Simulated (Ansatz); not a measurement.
```
Si C
1.0
     0.00000    2.17900    2.17900
     2.17900    0.00000    2.17900
     2.17900    2.17900    0.00000
Si C
1 1
Cartesian
  0.0000 0.0000 0.0000
  1.0895 1.0895 1.0895
```

```json
{
  "orbitals": "PBE",
  "datasets": "hard PAW set made for 700 eV",
  "k mesh": "6×6×6",
  "empty bands": "204",
  "response cutoff": "180 eV",
  "wave cutoff": "700 eV",
  "frequencies": "plasmon pole, fitted at the program's default frequency",
  "q → 0 term": "analytic weight of Carrier, Rohra and Görling",
  "points solved": "Γ",
  "band sums": "cut at the band count"
}
```

Program: Ansatz. The Kohn-Sham gap (direct at Γ) is 6.22 eV.

Task: By how much does G0W0 change the gap?

Result: By +1.08 eV, to 7.30 eV. The valence edge moves by -0.72 eV (Z = 0.80) and the conduction edge by +0.37 eV (Z = 0.80).

Band sums or response are cut, so the gap isn't at its basis limit. The gap is read among the points solved; the crystal's band edges can lie elsewhere.
